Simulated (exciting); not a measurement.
# CsI (Pm-3m) in exciting: equation of state

Aim: energy against volume of CsI in PBE, for its equilibrium volume and stiffness.

All numbers are computed with exciting (release sodium); they aren't measurements. Logs are shortened: lines on timing, memory, paths and dates and some standing lists are left out, and cuts for length are marked.

**1. The crystal as given**

The structure is cubic, space group Pm-3m (No. 221). Conventional cell: a = 4.567 Å, b = 4.567 Å, c = 4.567 Å, α = 90.00°, β = 90.00°, γ = 90.00°. Cs (site symmetry m-3m) has 8 I at 3.95 Å as nearest neighbours. Around I (site symmetry m-3m) lie 8 Cs at 3.95 Å.

**2. Equation of state, PBE, 44.76 Å³/atom (volume scaled by 0.94)**

File input.xml:

```xml
<input>
  <title>CsI</title>
  <structure speciespath="./" tshift="false">
    <crystal scale="1">
      <basevect>8.453644243422 0.000000000000 0.000000000000</basevect>
      <basevect>0.000000000000 8.453644243422 0.000000000000</basevect>
      <basevect>0.000000000000 0.000000000000 8.453644243422</basevect>
    </crystal>
    <species speciesfile="Cs.xml" rmt="2.3">
      <atom coord="0.000000000000 0.000000000000 0.000000000000"/>
    </species>
    <species speciesfile="I.xml" rmt="2.3">
      <atom coord="0.500000000000 0.500000000000 0.500000000000"/>
    </species>
  </structure>
  <groundstate do="fromscratch" ngridk="6 6 6" rgkmax="9" gmaxvr="14" lmaxapw="10" lmaxmat="10" lmaxvr="8" xctype="GGA_PBE" stype="Fermi Dirac" swidth="0.00183747" nempty="10" ValenceRelativity="iora*" epsengy="1e-05" epspot="1e-05" maxscl="60" outputlevel="normal"/>
</input>
```

Potentials or basis: all-electron LAPW+lo, shipped species files, valence relativity iora*.

Started as:

```bash
$ OMP_NUM_THREADS=1 exciting_smp
```

INFO.OUT:

```text
================================================================================
EXCITING SODIUM started
[... 10 lines left out ...]

 Lattice vectors (cartesian) :
      8.4536442434      0.0000000000      0.0000000000
      0.0000000000      8.4536442434      0.0000000000
      0.0000000000      0.0000000000      8.4536442434

 Reciprocal lattice vectors (cartesian) :
      0.7432516825      0.0000000000      0.0000000000
      0.0000000000      0.7432516825      0.0000000000
      0.0000000000      0.0000000000      0.7432516825

 Unit cell volume                           :     604.1320859821
 Brillouin zone volume                      :       0.4105893714

 Species :    1 (Cs)
     parameters loaded from                 :    Cs.xml
     name                                   :    caesium
     nuclear charge                         :     -55.00000000
     electronic charge                      :      55.00000000
     atomic mass                            :  242271.81440000
     muffin-tin radius                      :       2.30000000
     # of radial points in muffin-tin       :     450

     atomic positions (lattice) :
       1 :   0.00000000  0.00000000  0.00000000

 Species :    2 (I)
     parameters loaded from                 :    I.xml
     name                                   :    iodine
     nuclear charge                         :     -53.00000000
     electronic charge                      :      53.00000000
     atomic mass                            :  231332.69700000
     muffin-tin radius                      :       2.30000000
     # of radial points in muffin-tin       :     400

     atomic positions (lattice) :
       1 :   0.50000000  0.50000000  0.50000000

 Total number of atoms per unit cell        :       2

 Spin treatment                             :    spin-unpolarised

 Number of Bravais lattice symmetries       :      48
 Number of crystal symmetries               :      48

 k-point grid                               :       6    6    6
 Total number of k-points                   :      20
 k-point set is reduced with crystal symmetries

 R^MT_min * |G+k|_max (rgkmax)              :       9.00000000
 Species with R^MT_min                      :       1 (Cs)
 Maximum |G+k| for APW functions            :       3.91304348
 Maximum |G| for potential and density      :      14.00000000

 G-vector grid sizes                        :      40    40    40
 Total number of G-vectors                  :   28017

 Maximum angular momentum used for
     APW functions                          :      10
     computing H and O matrix elements      :      10
     potential and density                  :       8
     inner part of muffin-tin               :       2

 Total nuclear charge                       :    -108.00000000
 Total electronic charge                    :     108.00000000
 Total core charge                          :      72.00000000
 Total valence charge                       :      36.00000000

 Number of empty states                     :      10
 Total number of valence states             :      29

 Maximum Hamiltonian size                   :     656
 Maximum number of plane-waves              :     627
 Total number of local-orbitals             :      29

 Exchange-correlation type                  :      20
[... 23 lines left out ...]
+ SCF iteration number :    1                                                  +
++++++++++++++++++++++++++++++++++++++++++++++++++++++++++++++++++++++++++++++++
 Total energy                               :    -14910.93128001
 _______________________________________________________________
 Fermi energy                               :         0.16634816
 Kinetic energy                             :     15840.34728143
 Coulomb energy                             :    -30376.78712401
 Exchange energy                            :      -368.64784484
 Correlation energy                         :        -5.84359259

 DOS at Fermi energy (states/Ha/cell)       :         0.00000000

 Electron charges :
     core                                   :        72.00000000
     core leakage                           :         0.00152620
     valence                                :        36.00000000
     interstitial                           :         6.26562839
     charge in muffin-tin spheres :
                  atom     1    Cs          :        51.64405107
                  atom     2     I          :        50.09032054
     total charge in muffin-tins            :       101.73437161
     total charge                           :       108.00000000

 Estimated fundamental gap                  :         0.16278016
        valence-band maximum at   10      0.5000  0.5000  0.0000
     conduction-band minimum at    1      0.0000  0.0000  0.0000

++++++++++++++++++++++++++++++++++++++++++++++++++++++++++++++++++++++++++++++++
+ SCF iteration number :    2                                                  +
++++++++++++++++++++++++++++++++++++++++++++++++++++++++++++++++++++++++++++++++
 Total energy                               :    -14910.14351020
 _______________________________________________________________
 Fermi energy                               :         0.17255834
 Kinetic energy                             :     15840.78172184
 Coulomb energy                             :    -30376.44974032
 Exchange energy                            :      -368.63182704
 Correlation energy                         :        -5.84366468

 DOS at Fermi energy (states/Ha/cell)       :         0.00000000

 Electron charges :
     core                                   :        72.00000000
     core leakage                           :         0.00153015
     valence                                :        36.00000000
     interstitial                           :         6.29027416
     charge in muffin-tin spheres :
                  atom     1    Cs          :        51.67235440
                  atom     2     I          :        50.03737144
     total charge in muffin-tins            :       101.70972584
     total charge                           :       108.00000000

 Estimated fundamental gap                  :         0.15597912
        valence-band maximum at   10      0.5000  0.5000  0.0000
     conduction-band minimum at    1      0.0000  0.0000  0.0000

 RMS change in effective potential (target) :  0.242131E-01  ( 0.100000E-04)
 Absolute change in total energy   (target) :  0.787770      ( 0.100000E-04)
 Charge distance                   (target) :  0.112272E-02  ( 0.100000E-04)

++++++++++++++++++++++++++++++++++++++++++++++++++++++++++++++++++++++++++++++++
+ SCF iteration number :    3                                                  +
++++++++++++++++++++++++++++++++++++++++++++++++++++++++++++++++++++++++++++++++
 Total energy                               :    -14909.77014111
 _______________________________________________________________
 Fermi energy                               :         0.17645638
 Kinetic energy                             :     15840.94810520
 Coulomb energy                             :    -30376.25013336
 Exchange energy                            :      -368.62438033
 Correlation energy                         :        -5.84373262
[... 419 lines left out ...]
 Electron charges :
     core                                   :        72.00000000
     core leakage                           :         0.00152378
     valence                                :        36.00000000
     interstitial                           :         6.31035751
     charge in muffin-tin spheres :
                  atom     1    Cs          :        51.70646671
                  atom     2     I          :        49.98317578
     total charge in muffin-tins            :       101.68964249
     total charge                           :       108.00000000

 Estimated fundamental gap                  :         0.15086221
        valence-band maximum at   10      0.5000  0.5000  0.0000
     conduction-band minimum at    1      0.0000  0.0000  0.0000

 RMS change in effective potential (target) :  0.191927E-09  ( 0.100000E-04)
 Absolute change in total energy   (target) :  0.175651E-06  ( 0.100000E-04)
 Charge distance                   (target) :  0.226807E-09  ( 0.100000E-04)

++++++++++++++++++++++++++++++++++++++++++++++++++++++++++++++++++++++++++++++++
+ SCF iteration number :   17                                                  +
++++++++++++++++++++++++++++++++++++++++++++++++++++++++++++++++++++++++++++++++
 Total energy                               :    -14909.46378841
 _______________________________________________________________
 Fermi energy                               :         0.18260414
 Kinetic energy                             :     15840.94057535
 Coulomb energy                             :    -30375.93817635
 Exchange energy                            :      -368.62238266
 Correlation energy                         :        -5.84380476

 DOS at Fermi energy (states/Ha/cell)       :         0.00000000

 Electron charges :
     core                                   :        72.00000000
     core leakage                           :         0.00152378
     valence                                :        36.00000000
     interstitial                           :         6.31035751
     charge in muffin-tin spheres :
                  atom     1    Cs          :        51.70646671
                  atom     2     I          :        49.98317578
     total charge in muffin-tins            :       101.68964249
     total charge                           :       108.00000000

 Estimated fundamental gap                  :         0.15086221
        valence-band maximum at   10      0.5000  0.5000  0.0000
     conduction-band minimum at    1      0.0000  0.0000  0.0000

 RMS change in effective potential (target) :  0.283942E-09  ( 0.100000E-04)
 Absolute change in total energy   (target) :  0.800301E-07  ( 0.100000E-04)
 Charge distance                   (target) :  0.441133E-10  ( 0.100000E-04)

++++++++++++++++++++++++++++++++++++++++++++++++++++++++++++++++++++++++++++++++
| Convergency criteria checked for the last 2 iterations                       +
| Convergence targets achieved. Performing final SCF iteration                 +
++++++++++++++++++++++++++++++++++++++++++++++++++++++++++++++++++++++++++++++++
 Total energy                               :    -14909.46378844
 _______________________________________________________________
 Fermi energy                               :         0.18260414
 Kinetic energy                             :     15840.94057535
 Coulomb energy                             :    -30375.93817636
 Exchange energy                            :      -368.62238266
 Correlation energy                         :        -5.84380476

 DOS at Fermi energy (states/Ha/cell)       :         0.00000000

 Electron charges :
     core                                   :        72.00000000
     core leakage                           :         0.00152378
     valence                                :        36.00000000
     interstitial                           :         6.31035751
     charge in muffin-tin spheres :
                  atom     1    Cs          :        51.70646671
                  atom     2     I          :        49.98317578
     total charge in muffin-tins            :       101.68964249
     total charge                           :       108.00000000

 Estimated fundamental gap                  :         0.15086221
        valence-band maximum at   10      0.5000  0.5000  0.0000
     conduction-band minimum at    1      0.0000  0.0000  0.0000

++++++++++++++++++++++++++++++++++++++++++++++++++++++++++++++++++++++++++++++++
[... 12 lines left out ...]
| EXCITING SODIUM stopped                                                      =
================================================================================
```

It took 5.7 min on 1 thread of Arm Neoverse N1, shared host; peak memory 0.17 GiB.

Results:

```yaml
Free_energy: -405707.1779 eV
Band_gap_on_the_k_mesh: 4.11 eV, indirect (least direct gap 4.18 eV)
All_electrons_inside_the_program's_atomic_spheres: Cs 51.71; I 49.98 (radii Cs 2.3, I 2.3 bohr)
```

Caveat: spin-orbit coupling is left out, which moves the levels of the heavy elements.

**3. Equation of state, PBE, 45.71 Å³/atom (volume scaled by 0.96)**

input.xml: that of step 2 with these lines changed.

```diff
@@ -4,5 +4,5 @@
     <crystal scale="1">
-      <basevect>8.453644243422 0.000000000000 0.000000000000</basevect>
-      <basevect>0.000000000000 8.453644243422 0.000000000000</basevect>
-      <basevect>0.000000000000 0.000000000000 8.453644243422</basevect>
+      <basevect>8.513178910733 0.000000000000 0.000000000000</basevect>
+      <basevect>0.000000000000 8.513178910733 0.000000000000</basevect>
+      <basevect>0.000000000000 0.000000000000 8.513178910733</basevect>
     </crystal>
```

Potentials or basis: all-electron LAPW+lo, shipped species files, valence relativity iora*.

Started as:

```bash
$ OMP_NUM_THREADS=1 exciting_smp
```

It took 5.2 min on 1 thread of Arm Neoverse N1, shared host; peak memory 0.17 GiB.

It converged, with:

```yaml
Free_energy: -405707.1945 eV
Band_gap_on_the_k_mesh: 4.04 eV, indirect (least direct gap 4.12 eV)
All_electrons_inside_the_program's_atomic_spheres: Cs 51.71; I 49.98 (radii Cs 2.3, I 2.3 bohr)
```

Caveat: spin-orbit coupling is left out, which moves the levels of the heavy elements.

**4. Equation of state, PBE, 46.67 Å³/atom (volume scaled by 0.98)**

input.xml: that of step 3 with these lines changed.

```diff
@@ -4,5 +4,5 @@
     <crystal scale="1">
-      <basevect>8.513178910733 0.000000000000 0.000000000000</basevect>
-      <basevect>0.000000000000 8.513178910733 0.000000000000</basevect>
-      <basevect>0.000000000000 0.000000000000 8.513178910733</basevect>
+      <basevect>8.571892344834 0.000000000000 0.000000000000</basevect>
+      <basevect>0.000000000000 8.571892344834 0.000000000000</basevect>
+      <basevect>0.000000000000 0.000000000000 8.571892344834</basevect>
     </crystal>
```

Started as:

```bash
$ OMP_NUM_THREADS=1 exciting_smp
```

Wall time 5.7 min (1 thread of Arm Neoverse N1, shared host); peak memory 0.17 GiB.

Results (log left out):

```
Free energy                                       : -405707.2074 eV
Band gap on the k mesh                            : 3.97 eV, indirect (least direct gap 4.05 eV)
All electrons inside the program's atomic spheres : Cs 51.70; I 49.98 (radii Cs 2.3, I 2.3 bohr)
```

Caveat: spin-orbit coupling is left out, which moves the levels of the heavy elements.

**5. Equation of state, PBE, 47.62 Å³/atom**

input.xml: that of step 4 with these lines changed.

```diff
@@ -4,5 +4,5 @@
     <crystal scale="1">
-      <basevect>8.571892344834 0.000000000000 0.000000000000</basevect>
-      <basevect>0.000000000000 8.571892344834 0.000000000000</basevect>
-      <basevect>0.000000000000 0.000000000000 8.571892344834</basevect>
+      <basevect>8.629812293329 0.000000000000 0.000000000000</basevect>
+      <basevect>0.000000000000 8.629812293329 0.000000000000</basevect>
+      <basevect>0.000000000000 0.000000000000 8.629812293329</basevect>
     </crystal>
```

Started as:

```bash
$ OMP_NUM_THREADS=1 exciting_smp
```

Wall time 6 min (1 thread of Arm Neoverse N1, shared host); peak memory 0.17 GiB.

The run converged. Its results:

| Item | Value |
| --- | --- |
| Free energy | -405707.2153 eV |
| Band gap on the k mesh | 3.90 eV, indirect (least direct gap 3.99 eV) |
| All electrons inside the program's atomic spheres | Cs 51.70; I 49.97 (radii Cs 2.3, I 2.3 bohr) |

Caveat: spin-orbit coupling is left out, which moves the levels of the heavy elements.

**6. Equation of state, PBE, 48.57 Å³/atom (volume scaled by 1.02)**

input.xml: that of step 5 with these lines changed.

```diff
@@ -4,5 +4,5 @@
     <crystal scale="1">
-      <basevect>8.629812293329 0.000000000000 0.000000000000</basevect>
-      <basevect>0.000000000000 8.629812293329 0.000000000000</basevect>
-      <basevect>0.000000000000 0.000000000000 8.629812293329</basevect>
+      <basevect>8.686965033614 0.000000000000 0.000000000000</basevect>
+      <basevect>0.000000000000 8.686965033614 0.000000000000</basevect>
+      <basevect>0.000000000000 0.000000000000 8.686965033614</basevect>
     </crystal>
```

Potentials or basis: all-electron LAPW+lo, shipped species files, valence relativity iora*.

Started as:

```bash
$ OMP_NUM_THREADS=1 exciting_smp
```

Run time: 5.9 min. Hardware: 1 thread of Arm Neoverse N1, shared host; peak memory 0.17 GiB.

The run converged. Its results:

| Quantity | Value |
| --- | --- |
| Free energy | -405707.2219 eV |
| Band gap on the k mesh | 3.84 eV, indirect (least direct gap 3.93 eV) |
| All electrons inside the program's atomic spheres | Cs 51.70; I 49.97 (radii Cs 2.3, I 2.3 bohr) |

Caveat: spin-orbit coupling is left out, which moves the levels of the heavy elements.

**7. Equation of state, PBE, 49.52 Å³/atom (volume scaled by 1.04)**

input.xml: that of step 6 with these lines changed.

```diff
@@ -4,5 +4,5 @@
     <crystal scale="1">
-      <basevect>8.686965033614 0.000000000000 0.000000000000</basevect>
-      <basevect>0.000000000000 8.686965033614 0.000000000000</basevect>
-      <basevect>0.000000000000 0.000000000000 8.686965033614</basevect>
+      <basevect>8.743375478140 0.000000000000 0.000000000000</basevect>
+      <basevect>0.000000000000 8.743375478140 0.000000000000</basevect>
+      <basevect>0.000000000000 0.000000000000 8.743375478140</basevect>
     </crystal>
```

Started as:

```bash
$ OMP_NUM_THREADS=1 exciting_smp
```

Wall time 6.5 min (1 thread of Arm Neoverse N1, shared host); peak memory 0.18 GiB.

Results (log left out):

* Free energy: -405707.2250 eV
* Band gap on the k mesh: 3.78 eV, indirect (least direct gap 3.87 eV)
* All electrons inside the program's atomic spheres: Cs 51.70; I 49.97 (radii Cs 2.3, I 2.3 bohr)

Caveat: spin-orbit coupling is left out, which moves the levels of the heavy elements.

**8. Equation of state, PBE, 50.48 Å³/atom (volume scaled by 1.06)**

input.xml: that of step 7 with these lines changed.

```diff
@@ -4,5 +4,5 @@
     <crystal scale="1">
-      <basevect>8.743375478140 0.000000000000 0.000000000000</basevect>
-      <basevect>0.000000000000 8.743375478140 0.000000000000</basevect>
-      <basevect>0.000000000000 0.000000000000 8.743375478140</basevect>
+      <basevect>8.799067269459 0.000000000000 0.000000000000</basevect>
+      <basevect>0.000000000000 8.799067269459 0.000000000000</basevect>
+      <basevect>0.000000000000 0.000000000000 8.799067269459</basevect>
     </crystal>
```

Started as:

```bash
$ OMP_NUM_THREADS=1 exciting_smp
```

It took 5.9 min on 1 thread of Arm Neoverse N1, shared host; peak memory 0.18 GiB.

Results (log left out):

```
Free energy                                       : -405707.2261 eV
Band gap on the k mesh                            : 3.72 eV, indirect (least direct gap 3.81 eV)
All electrons inside the program's atomic spheres : Cs 51.70; I 49.97 (radii Cs 2.3, I 2.3 bohr)
```

Caveat: spin-orbit coupling is left out, which moves the levels of the heavy elements.

**9. Equation of state, PBE**

Potentials or basis: all-electron LAPW+lo, shipped species files, valence relativity iora*.

This step only gathers the single runs of the series.

What came out:

| Quantity | Value |
| --- | --- |
| Equilibrium volume | outside the volumes run |

Energy against volume, from the lowest point:
```csv
volume (Å³/atom),energy (meV/atom)
44.762,24.13
45.714,15.81
46.666,9.38
47.619,5.43
48.571,2.12
49.523,0.56
50.476,0.00
```

Caveat: the minimum lies outside the volumes run.
